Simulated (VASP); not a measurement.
Write the native input for VASP 6.6.1 that does the following.

| Item | Value |
| --- | --- |
| Task | single point |
| Functional | LDA |
| Potentials or basis | VASP PAW LDA potentials, release 64 (Zn, O) |
| Cutoff | 520 eV |
| k mesh | 12 × 12 × 6 |
| Occupations | gaussian, width 0.02 eV |
| Spin | no spin polarisation |
| Dipole correction | no |
| Further INCAR settings | ALGO = Normal; EDIFF = 1e-06; NBANDS = 26 |

The structure of ZnO (kl) lies in POSCAR:

```
ZnO
1.0
    3.1873715150      0.0000000000      0.0000000000
   -1.5936857575      2.7603447033      0.0000000000
    0.0000000000      0.0000000000      5.1527902637
Zn O
2 2
Direct
    0.3333333333      0.6666666667      0.0022836097
    0.6666666667      0.3333333333      0.5022836097
    0.3333333333      0.6666666667      0.3807163903
    0.6666666667      0.3333333333      0.8807163903
```

One way to write it, as run:

INCAR

```
SYSTEM = ZnO
PREC     = Accurate       ! precision mode
ENCUT    = 520            ! plane-wave cutoff, eV
EDIFF    = 1E-6           ! SCF threshold, eV
ISMEAR   = 0              ! smearing method
SIGMA    = 0.02           ! smearing width, eV
LREAL    = .FALSE.        ! projectors in reciprocal space
LASPH    = .TRUE.         ! aspherical terms in the spheres
NELM     = 100            ! most SCF steps
ALGO     = Normal         ! electronic algorithm
ISIF     = 2              ! what is computed and relaxed
LWAVE    = .FALSE.        ! write WAVECAR
LCHARG   = .FALSE.        ! write CHGCAR
GGA      = CA             ! functional
NBANDS   = 26             ! bands
```

KPOINTS

```
regular mesh
0
G
  12 12 6
  0 0 0
```

Potentials or basis: VASP PAW LDA potentials, release 64 (Zn, O).

Launch:

```console
$ cat potpaw_LDA.64/Zn/POTCAR potpaw_LDA.64/O/POTCAR > POTCAR
$ mpirun -np 1 vasp_std > vasp.out
```

Results of the run:

- Pressure: 1.1 GPa
- Band gap on the k mesh: 0.81 eV, direct

It took 43 s on 1 thread of AMD EPYC 9R45 (Zen 5), with other jobs on the host, peak memory 0.16 GiB.
